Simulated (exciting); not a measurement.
A run of exciting (release sodium):

Contents of input.xml:

```xml
<input>
  <title>MgSi</title>
  <structure speciespath="./" tshift="false">
    <crystal scale="1">
      <basevect>5.496068122505 0.000000000000 0.000000000000</basevect>
      <basevect>0.000000000000 5.496068122505 0.000000000000</basevect>
      <basevect>0.000000000000 0.000000000000 7.754353202395</basevect>
    </crystal>
    <species speciesfile="Si.xml" rmt="2">
      <atom coord="0.500000000000 0.500000000000 0.500000000000"/>
    </species>
    <species speciesfile="Mg.xml" rmt="2">
      <atom coord="0.000000000000 0.000000000000 0.000000000000"/>
    </species>
  </structure>
  <groundstate do="fromscratch" ngridk="6 6 4" rgkmax="6.5" gmaxvr="14" lmaxapw="10" lmaxmat="10" lmaxvr="8" xctype="LDA_PW" stype="Gaussian" swidth="0.00073499" nempty="10" ValenceRelativity="iora*" epsengy="1e-05" epspot="1e-05" maxscl="60" tforce="true" outputlevel="normal"/>
</input>
```

Potentials or basis: all-electron LAPW+lo, shipped species files, valence relativity iora*.

Launch:

```bash
$ OMP_NUM_THREADS=1 exciting_smp
```

Hardware: 1 thread of Arm Neoverse V2, on a shared host.

Problem. How long does it take, and how much memory?

Solution. Run time: 20 s on 1 thread of Arm Neoverse V2, with other jobs on the host, peak memory 0.13 GiB. Counts: scf iterations 13, plane waves 144.
